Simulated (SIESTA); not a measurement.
BaTiO3 under changes of volume

One of the cells (13.115 Å³/atom); the others are scaled copies at fixed shape and fractional positions:

```
CELL_PARAMETERS angstrom
4.03253 0.00000 0.00000
0.00000 4.03253 0.00000
0.00000 0.00000 4.03253
ATOMIC_POSITIONS crystal
Ba 0.50000 0.50000 0.50000
Ti 0.00000 0.00000 0.00000
O 0.00000 0.00000 0.50000
O 0.00000 0.50000 0.00000
O 0.50000 0.00000 0.00000
```

* Program: SIESTA 5.4.2
* Functional: PBEsol
* Potentials or basis: PseudoDojo 0.4 standard (PBEsol files)
* Basis: DZP (energy shift 0.003 Ry; two zetas on semicore shells; d shell added on Ba)
* Grid cutoff: 800 Ry
* Energy shift: 0.003 Ry
* k mesh: 7 × 7 × 7
* Occupations: fermi-dirac, width 0.05 eV
* Spin: no spin polarisation

| volume (Å³/atom) | energy over the lowest point (meV/atom) | pressure (GPa) | gap on the mesh (eV) |
| --- | --- | --- | --- |
| 12.086 | ? | ? | ? |
| 12.343 | 4.96 | 5.2 | 1.78 |
| 12.601 | 0.00 | 1.1 | 1.74 |
| 13.115 | 7.65 | -5.6 | 1.67 |
| 13.372 | 19.07 | -8.5 | 1.63 |
| 13.629 | 34.67 | -11.0 | 1.59 |

**Question.** What does the run at 12.086 Å³/atom give?

**Answer.** Energy over the lowest point 16.69 meV/atom; pressure 9.6 GPa; gap on the mesh 1.81 eV.

Worked out: A Birch-Murnaghan fit of order 3 (a polynomial in V^(-2/3)) to the other rows has its minimum at 12.68 Å³/atom with B0 = V·E''(V) = 180 GPa and B' = 4.8. It gives 16.79 meV/atom at 12.086 Å³/atom, against the run's 16.69, and -dE/dV = 9.7 GPa, against 9.6. A straight line through the other rows of the gap, of slope -1.89 eV per unit of ln V, extrapolates to 1.82 eV, against the run's 1.81.

Energies are extrapolated to zero smearing.

Caveats: this set's barium file shifts pressures by up to 1 GPa against other sets; spin-orbit coupling is left out, which moves the levels of the heavy elements; an odd mesh through Γ misses points on the zone boundary, where band edges often lie; the basis of atomic orbitals isn't converged, which shifts pressures, moduli and gaps.
